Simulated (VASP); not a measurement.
# Ca (P6_3/mmc) in VASP: notebook

The runs below take Ca through relaxation of cell and atoms, relaxation of the atoms, with r2SCAN+D4, r2SCAN.

All numbers are computed with VASP 6.6.1; they aren't measurements. Logs are shortened: lines on timing, memory, paths and dates and some standing lists are left out, and cuts for length are marked.

**1. Starting point**

It takes space group P6_3/mmc (No. 194, hexagonal). Conventional cell: a = 3.980 Å, b = 3.980 Å, c = 6.520 Å, α = 90.00°, β = 90.00°, γ = 120.00°. Ca (site symmetry -6m2) has 12 Ca at 3.98 to 3.99 Å as nearest neighbours.

This isn't the form of Ca at room conditions, which is fcc.

**2. Relaxation of cell and atoms, r2SCAN+D4**

INCAR reads:

```
ALGO     = Normal         # electronic algorithm
EDIFF    = 1E-6           # SCF threshold, eV
EDIFFG   = -0.01          # ionic threshold
ENCUT    = 600            # plane-wave cutoff, eV
IBRION   = 2              # ionic algorithm
ISIF     = 3              # what is computed and relaxed
ISMEAR   = 1              # smearing method
IVDW     = 13             # dispersion correction
LASPH    = True           # aspherical terms in the spheres
LCHARG   = False          # write CHGCAR
LMIXTAU  = True         
LREAL    = False          # projectors in reciprocal space
LWAVE    = False          # write WAVECAR
METAGGA  = R2SCAN         # meta-GGA
NELM     = 80             # most SCF steps
NSW      = 60             # ionic steps
PREC     = Accurate       # precision mode
SIGMA    = 0.1            # smearing width, eV
VDW_A1   = 0.51559235   
VDW_A2   = 5.77342911   
VDW_S6   = 1.0          
VDW_S8   = 0.6018749
```

KPOINTS reads:

```
k-points
0
Gamma
  8 8 4
```

POSCAR reads:

```
Ca
1.0
    3.9800000000      0.0000000000      0.0000000000
   -1.9900000000      3.4467811071      0.0000000000
    0.0000000000      0.0000000000      6.5200000000
Ca
2
Direct
    0.6666666667      0.3333333333      0.7500000000
    0.3333333333      0.6666666667      0.2500000000
```

Potentials or basis: VASP PAW PBE potentials, release 64 (Ca_sv).

Launch:

```
$ cat potpaw_PBE.64/Ca_sv/POTCAR > POTCAR
$ mpirun -np 1 vasp_std > vasp.out
```

OUTCAR:

```text
EDIFF = 1E-6
   EDIFFG = -0.01
   ENCUT = 600
   IBRION = 2
   ISIF = 3
   ISMEAR = 1
   IVDW = 13
   LASPH = True
   LREAL = False
   METAGGA = R2SCAN
   NELM = 80
   NSW = 60
   PREC = Accurate

 ion  position               nearest neighbor table
   1  0.667  0.333  0.750-
   2  0.333  0.667  0.250-

  LATTYP: Found a hexagonal cell.
 ALAT       =     3.9800000000
 C/A-ratio  =     1.6381909548

  Lattice vectors:

 A1 = (   3.9800000000,   0.0000000000,   0.0000000000)
 A2 = (  -1.9900000000,   3.4467811071,   0.0000000000)
 A3 = (   0.0000000000,   0.0000000000,   6.5200000000)

Analysis of symmetry for initial positions (statically):
=====================================================================
 Subroutine PRICEL returns:
 Original cell was already a primitive cell.

 Routine SETGRP: Setting up the symmetry group for a
 hexagonal supercell.

 Subroutine GETGRP returns: Found 24 space group operations
 (whereof 12 operations were pure point group operations)
 out of a pool of 24 trial point group operations.

The static configuration has the point symmetry D_3d.
 The point group associated with its full space group is D_6h.

Analysis of symmetry for dynamics (positions and initial velocities):
=====================================================================
 Subroutine PRICEL returns:
 Original cell was already a primitive cell.

 Routine SETGRP: Setting up the symmetry group for a
 hexagonal supercell.

 Subroutine GETGRP returns: Found 24 space group operations
 (whereof 12 operations were pure point group operations)
 out of a pool of 24 trial point group operations.

The dynamic configuration has the point symmetry D_3d.
 The point group associated with its full space group is D_6h.

 Subroutine INISYM returns: Found 24 space group operations
 (whereof 12 operations are pure point group operations),
 and found     1 'primitive' translations

----------------------------------------------------------------------------------------

                                     Primitive cell

  volume of cell :      89.4426

  direct lattice vectors                    reciprocal lattice vectors
     3.980000000  0.000000000  0.000000000     0.251256281  0.145062882  0.000000000
    -1.990000000  3.446781107  0.000000000     0.000000000  0.290125763  0.000000000
     0.000000000  0.000000000  6.520000000     0.000000000  0.000000000  0.153374233

  length of vectors
     3.980000000  3.980000000  6.520000000     0.290125763  0.290125763  0.153374233

  position of ions in fractional coordinates (direct lattice)
     0.666666667  0.333333333  0.750000000
     0.333333333  0.666666667  0.250000000

  ion indices of the primitive-cell ions
   primitive index   ion index
                 1           1
                 2           2

----------------------------------------------------------------------------------------

 KPOINTS: k-points

Automatic generation of k-mesh.
 Grid dimensions read from file:
 generate k-points for:    8    8    4

 Generating k-lattice:

  Cartesian coordinates                     Fractional coordinates (reciprocal lattice)
     0.031407035  0.018132860  0.000000000     0.125000000  0.000000000  0.000000000
     0.000000000  0.036265720  0.000000000     0.000000000  0.125000000  0.000000000
     0.000000000  0.000000000  0.038343558     0.000000000  0.000000000  0.250000000

  Length of vectors
     0.036265720  0.036265720  0.038343558

  Shift w.r.t. Gamma in fractional coordinates (k-lattice)
     0.000000000  0.000000000  0.000000000

 Subroutine IBZKPT returns following result:
 ===========================================

 Found     30 irreducible k-points:

 Following reciprocal coordinates:
            Coordinates               Weight
  0.000000  0.000000  0.000000      1.000000
  0.125000 -0.000000  0.000000      6.000000
  0.250000 -0.000000  0.000000      6.000000
  0.375000  0.000000  0.000000      6.000000
  0.500000 -0.000000  0.000000      3.000000
  0.125000  0.125000  0.000000      6.000000
[... 16 lines left out ...]
  0.250000 -0.000000  0.500000      6.000000
  0.375000  0.000000  0.500000      6.000000
 [... further k-points ...]
   k-points           NKPTS =     30   k-points in BZ     NKDIM =     30   number of bands    NBANDS=     14
   number of dos      NEDOS =    301   number of ions     NIONS =      2
   total plane-waves  NPLWV =  55296
   dimension x,y,z NGX =    32 NGY =   32 NGZ =   54
   dimension x,y,z NGXF=    64 NGYF=   64 NGZF=  108
   ions per type =               2
   NGX,Y,Z   is equivalent  to a cutoff of  13.37, 13.37, 13.77 a.u.
   NGXF,Y,Z  is equivalent  to a cutoff of  26.73, 26.73, 27.54 a.u.
 SYSTEM =  unknown system
   PREC   = accura    normal or accurate (medium, high low for compatibility)
   ISTART =      0    job   : 0-new  1-cont  2-samecut
   ICHARG =      2    charge: 1-file 2-atom 10-const
   ISPIN  =      1    spin polarized calculation?
   LNONCOLLINEAR =      F non collinear calculations
   LSORBIT =      F    spin-orbit coupling
   LASPH  =      T    aspherical Exc in radial PAW
   ENCUT  =  600.0 eV  44.10 Ry    6.64 a.u.   7.95  7.95 13.02*2*pi/ulx,y,z
   NELM   =     80;   NELMIN=  2; NELMDL= -5     # of ELM steps
   EDIFF  = 0.1E-05   stopping-criterion for ELM
   LREAL  =      F    real-space projection
   EDIFFG = -.1E-01   stopping-criterion for IOM
   NSW    =     60    number of steps for IOM
   IBRION =      2    ionic relax: 0-MD 1-quasi-New 2-CG
   NFREE  =      1    steps in history (QN), initial steepest desc. (CG)
   ISIF   =      3    stress and relaxation
   ISYM   =      2    0-nonsym 1-usesym 2-fastsym
   POTIM  = 0.5000    time-step for ionic-motion
   TEBEG  =    0.0;   TEEND  =   0.0 temperature during run
   PSTRESS=    0.0 pullay stress
   NELECT =      20.0000    total number of electrons
   NUPDOWN=      -1.0000    fix difference up-down
   EMIN   =  10.00;   EMAX   =-10.00  energy-range for DOS
   EFERMI =   0.00;   METHOD = LEGACY
   ISMEAR =     1;   SIGMA  =   0.10  broadening in eV -4-tet -1-fermi 0-gaus
   EFERMI_NEDOS =   21; number of points for ismear=-14 and -15
   IALGO  =     38    algorithm
   IMIX   =      4    mixing-type and parameters
     AMIX     =   0.40;   BMIX     =  1.00
     AMIX_MAG =   1.60;   BMIX_MAG =  1.00
  volume/ion in A,a.u.               =      44.72       301.79
  Fermi-wavevector in a.u.,A,eV,Ry     =   0.993657  1.877740 13.433783  0.987355
  Thomas-Fermi vector in A             =   2.125555
   LORBIT       =      0    0 simple, 1 ext, 2 COOP (PROOUT), +10 PAW based schemes
   METAGGA = R2SCAN    functional components
   LHFCALC =     F    Hartree Fock is set to
   AEXX    =    0.0000 exact exchange contribution
   IVDW    =    13    specifies the selected vdW correction
   LEPSILON=     F    determine dielectric tensor
   LRPA    =     F    only Hartree local field effects (RPA)
 conjugate gradient relaxation of ions
 non-spin polarized calculation
 Methfessel and Paxton  Order N= 1 SIGMA  =   0.10
  energy-cutoff  :      600.00
  volume of cell :       89.44
 maximum number of plane-waves:      3016
 NGX is ok and might be reduce to    32
   NGX = 15   NGY = 15   NGZ = 27

--------------------------------------- Ionic step        1  -------------------------------------------

 number of electron      20.0000003 magnetization

 Free energy of the ion-electron system (eV)
  ---------------------------------------------------
  ext. energy  EPLUGINS =         0.00000000
  ---------------------------------------------------
  free energy    TOTEN  =       -14.05432084 eV

  energy without entropy =      -14.05456437  energy(sigma->0) =      -14.05440202

------------------------ aborting loop because EDIFF is reached ----------------------------------------

  DFT-D4 for vdW energy calculation

  Edisp (eV):   -0.10499

  FORCE on cell =-STRESS in cart. coord.  units (eV):
  Direction    XX          YY          ZZ          XY          YZ          ZX
  --------------------------------------------------------------------------------------
  -------------------------------------------------------------------------------------
  Total      -0.43980    -0.43980    -0.27704    -0.00000    -0.00000     0.00000
  in kB      -7.87810    -7.87810    -4.96256    -0.00000    -0.00000     0.00000
  external pressure =       -6.91 kB  Pullay stress =        0.00 kB
[... 221 lines left out ...]
  energy  without entropy=      -14.1674090532  energy(sigma->0) =      -14.16713183

--------------------------------------- Ionic step        7  -------------------------------------------

 number of electron      19.9999999 magnetization

 Free energy of the ion-electron system (eV)
  ---------------------------------------------------
  ext. energy  EPLUGINS =         0.00000000
  ---------------------------------------------------
  free energy    TOTEN  =       -14.05788728 eV

  energy without entropy =      -14.05828488  energy(sigma->0) =      -14.05801982

 E-fermi :   1.9632     XC(G=0):  -8.1600

 val. band max:        1.9089087304   @ k =   0.3750   0.2500   0.5000
 cond. band min:       1.9752235077   @ k =   0.2500   0.1250   0.0000
 fundamental gap:      0.0663147773
 Fermi energy:         1.9632272310

 k-point     1 :       0.0000    0.0000    0.0000
  band No.  band energies     occupation
      1     -41.8858      2.00000
      2     -41.8733      2.00000
      3     -22.0433      2.00000
      4     -21.9378      2.00000
      5     -21.9377      2.00000
      6     -21.9202      2.00000
      7     -21.9202      2.00000
      8     -21.9101      2.00000
      9      -2.3395      2.00000
     10       0.9338      2.00000
     11       1.5689      2.00000
     12       4.5327      0.00000
     13       4.5866      0.00000
     14       4.5866      0.00000
[... 375 lines left out ...]
 k-point    24 :       0.3750    0.0000    0.5000
  band No.  band energies     occupation
      1     -41.8716      2.00000
      2     -41.8716      2.00000
      3     -22.0367      2.00000
      4     -22.0367      2.00000
      5     -21.9511      2.00000
      6     -21.9511      2.00000
      7     -21.9487      2.00000
      8     -21.9487      2.00000
      9       0.5283      2.00000
     10       0.5283      2.00000
     11       2.6711     -0.00000
     12       2.6711     -0.00000
     13       3.7083     -0.00000
     14       3.7083     -0.00000

 [... further k-points ...]

------------------------ aborting loop because EDIFF is reached ----------------------------------------

  DFT-D4 for vdW energy calculation

  Edisp (eV):   -0.10912

  FORCE on cell =-STRESS in cart. coord.  units (eV):
  Direction    XX          YY          ZZ          XY          YZ          ZX
  --------------------------------------------------------------------------------------
  -------------------------------------------------------------------------------------
  Total      -0.01540    -0.01540     0.00464     0.00000     0.00000     0.00000
  in kB      -0.28684    -0.28684     0.08641     0.00000     0.00000     0.00000
  external pressure =       -0.16 kB  Pullay stress =        0.00 kB
[... 17 lines left out ...]
  FREE ENERGIE OF THE ION-ELECTRON SYSTEM (eV)
  ---------------------------------------------------
  free  energy   TOTEN  =       -14.1670068220 eV

  energy  without entropy=      -14.1674044226  energy(sigma->0) =      -14.16713936

 reached required accuracy - stopping structural energy minimisation
```

It took 8.1 min on 1 thread of Intel Xeon Platinum 8488C (Sapphire Rapids), shared host; peak memory 0.27 GiB.

Results:

```yaml
Free_energy: -14.1670 eV
Relaxed_volume: 43.02 Å³/atom
Relaxed_cell: a = 3.917 Å, b = 3.917 Å, c = 6.474 Å, α = 90.00°, β = 90.00°, γ = 120.00°
Space_group_after_relaxing_to_0.05_Å: P6_3/mmc (No. 194)
Energy_gained_by_relaxing: 3.8 meV/atom
Ionic_steps: 7
Pressure_after_relaxing: 0.0 GPa
Band_gap_on_the_k_mesh: none (metal or under the smearing width)
Dispersion_energy_per_atom: -0.055 eV
```

Step by step:
| step | energy change (eV) | largest force (eV/Å) | pressure (GPa) | volume (Å³) |
| --- | --- | --- | --- | --- |
| 1 | 0.0000 | 0.0000 | -0.69 | 89.44 |
| 2 | -0.0069 | 0.0000 | -0.22 | 86.97 |
| 3 | -0.0076 | 0.0000 | 0.04 | 85.84 |
| 4 | -0.0076 | 0.0000 | 0.02 | 85.93 |
| 5 | -0.0076 | 0.0000 | 0.01 | 86.00 |
| 6 | -0.0077 | 0.0000 | 0.00 | 86.03 |
| 7 | -0.0077 | 0.0000 | -0.02 | 86.03 |

Final structure:
```yaml
crystal:
  lattice:
    - [3.91735, 0.00000, 0.00000]
    - [-1.95867, 3.39252, 0.00000]
    - [0.00000, 0.00000, 6.47371]
  atoms:
    - { symbol: Ca, position: [0.66667, 0.33333, 0.75000] }
    - { symbol: Ca, position: [0.33333, 0.66667, 0.25000] }
```

Caveat: the PAW data sets were made with another functional, which shifts forces and pressure a little; pairwise dispersion overbinds metals, which lowers pressure and volume.

**3. Relaxation of the atoms, r2SCAN (atoms moved at random, drawn with an rms of 0.02 Å)**

INCAR reads:

```
SYSTEM = Ca
ALGO     = Normal         ! electronic algorithm
EDIFF    = 1E-7           ! SCF threshold, eV
EDIFFG   = -0.01          ! ionic threshold
ENCUT    = 520            ! plane-wave cutoff, eV
IBRION   = 2              ! ionic algorithm
ISIF     = 2              ! what is computed and relaxed
ISMEAR   = 1              ! smearing method
LASPH    = .TRUE.         ! aspherical terms in the spheres
LCHARG   = .FALSE.        ! write CHGCAR
LMIXTAU  = .TRUE.       
LREAL    = .FALSE.        ! projectors in reciprocal space
LWAVE    = .FALSE.        ! write WAVECAR
METAGGA  = R2SCAN         ! meta-GGA
NELM     = 100            ! most SCF steps
NSW      = 60             ! ionic steps
PREC     = Accurate       ! precision mode
SIGMA    = 0.1            ! smearing width, eV
```

KPOINTS reads:

```
k-points
0
G
  6 6 3
  0 0 0
```

POSCAR reads:

```
Ca
1.0
    3.9800000000      0.0000000000      0.0000000000
   -1.9900000000      3.4467811071      0.0000000000
    0.0000000000      0.0000000000      6.5200000000
Ca
2
Direct
    0.6692590000      0.3380260000      0.7532210000
    0.3286950000      0.6652520000      0.2472040000
```

Potentials or basis: VASP PAW PBE potentials, release 64 (Ca_sv).

Launch:

```
$ cat potpaw_PBE.64/Ca_sv/POTCAR > POTCAR
$ mpirun -np 1 vasp_std > vasp.out
```

Wall time 14 min (1 thread of Intel Xeon Platinum 8488C (Sapphire Rapids), shared host); peak memory 0.25 GiB.

It converged, with:

* Free energy: -14.0145 eV
* Energy gained by relaxing: 0.7 meV/atom
* Ionic steps: 5
* Pressure after relaxing: -0.5 GPa
* Largest force after relaxing: 0.007 eV/Å
* Band gap on the k mesh: none (metal or under the smearing width)

Forces on the atoms (eV/Å):
```
Ca  -0.005 -0.006  0.001
Ca   0.005  0.006 -0.001
```

Stress tensor (GPa, compression positive):
```
-0.73  0.02  0.00
 0.02 -0.78  0.00
 0.00  0.00  0.05
```

Step by step:
| step | energy change (eV) | largest force (eV/Å) | pressure (GPa) |
| --- | --- | --- | --- |
| 1 | 0.0000 | 0.0679 | -0.48 |
| 2 | -0.0004 | 0.0565 | -0.49 |
| 3 | -0.0012 | 0.0239 | -0.49 |
| 4 | -0.0008 | 0.0440 | -0.49 |
| 5 | -0.0014 | 0.0072 | -0.49 |

Final structure:
```cif
data_structure
_symmetry_space_group_name_H-M 'P 1'
_symmetry_Int_Tables_number 1
_cell_length_a 3.9800
_cell_length_b 3.9800
_cell_length_c 6.5200
_cell_angle_alpha 90.000
_cell_angle_beta 90.000
_cell_angle_gamma 120.000
_cell_volume 89.44
loop_
_atom_site_label
_atom_site_type_symbol
_atom_site_fract_x
_atom_site_fract_y
_atom_site_fract_z
_atom_site_occupancy
Ca1 Ca 0.66855 0.33745 0.75017 1
Ca2 Ca 0.32940 0.66583 0.25026 1
```

Levels at points of the mesh, in eV from the Fermi level:
```
           k point  band 7  band 8  band 9  band 10  band 11  band 12  band 13  band 14
(0.00, 0.00, 0.00)  -24.01  -23.99   -4.24    -1.00    -0.39     2.53     2.54     2.54
(0.50, 0.00, 0.00)  -24.03  -24.02   -1.15    -0.83     0.33     0.52     1.43     2.03
(0.00, 0.50, 0.00)  -24.03  -24.02   -1.15    -0.83     0.31     0.51     1.47     2.06
(0.50, 0.50, 0.00)  -24.03  -24.02   -1.15    -0.83     0.32     0.51     1.45     2.05
```

Caveat: the PAW data sets were made with another functional, which shifts forces and pressure a little.
